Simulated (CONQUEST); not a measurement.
Crystal: PbS.

```
Pb S
1.0
     4.15991    0.00000    0.00000
     0.00000    4.27932    0.00000
     0.00000    0.00000   11.98259
Pb S
4 4
Direct
  0.00000 0.25000 0.13056
  0.50000 0.25000 0.63056
  0.00000 0.75000 0.86944
  0.50000 0.75000 0.36944
  0.00000 0.25000 0.35480
  0.50000 0.25000 0.85480
  0.00000 0.75000 0.64520
  0.50000 0.75000 0.14520
```

Measurements of this composition are mostly on another form, of space group No. 225.

Base run:

- Program: CONQUEST 1.3
- Functional: PBE
- Potentials or basis: PseudoDojo NC PBE, SZP, grid cutoff 120 Ha
- k mesh: 8 × 8 × 3
- Occupations: fermi-dirac, width 0.05 eV
- Spin: no spin polarisation

Its results: band gap on the k mesh 1.03 eV; pressure 2.7 GPa; largest force 0.450 eV/Å.

Task: After a change of settings the same cell gave: band gap on the k mesh 1.23 eV; pressure 2.6 GPa; largest force 0.404 eV/Å. Which change was it?
A. k mesh from 8 × 8 × 3 to 5 × 5 × 2
B. k mesh from 8 × 8 × 3 to 6 × 5 × 2
C. k mesh from 8 × 8 × 3 to 4 × 4 × 2

Result: C.

Caveats: the atomic basis is small; spin-orbit coupling is left out, which as a rule narrows the gap of such compounds by several tenths of an eV; this functional lacks dispersion, which binds the layers, so the pressure and a relaxed spacing across them are unreliable; the basis of atomic orbitals isn't converged, which shifts pressures, moduli and gaps; an odd mesh through Γ misses points on the zone boundary, where band edges often lie (some runs).
